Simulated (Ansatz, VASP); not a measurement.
**Sb: VASP beside Ansatz**

```
CELL_PARAMETERS angstrom
3.33202 0.00000 0.00000
-1.66601 2.88561 0.00000
0.00000 0.00000 5.43345
ATOMIC_POSITIONS crystal
Sb 0.66667 0.33333 0.75000
Sb 0.33333 0.66667 0.25000
```

Change from the starting cell: volume scaled by 0.98.

Alike in both runs: task single point; functional PBEsol; k mesh 9 × 9 × 5; occupations fermi-dirac, width 0.05 eV; no spin polarisation.

|  | VASP | Ansatz |
| --- | --- | --- |
| version | VASP 6.6.1 | Ansatz 0.2.0 |
| potentials or method | VASP PAW PBE potentials, release 64 (Sb) | Ansatz PAW |
| plane-wave cutoff (eV) | 520 | 420 |
| valence electrons in the cell | 10 | 30 |

Ansatz gave:

```
gap on the k mesh at the Fermi level (eV)       : none
pressure (GPa)                                  : -0.3
largest component of the traceless stress (GPa) : 0.13
```

Question: Estimate VASP's values.

Answer: gap on the k mesh at the Fermi level (eV): none; pressure (GPa): -0.4; largest component of the traceless stress (GPa): 0.12.

A gap of «none» marks a metal or a gap that the smearing closes. With one functional, cell and mesh, what is left measures potentials, basis and numerics. The two sets of potentials don't hold the same shells in valence.

Caveats: the PAW data sets were made with another functional, which shifts forces and pressure a little (VASP); the PAW data sets come from PBE, with cores solved anew for the run's functional, which leaves a small shift of forces and pressure (Ansatz). The runs have no spin-orbit coupling, so splittings on Sb are missing.
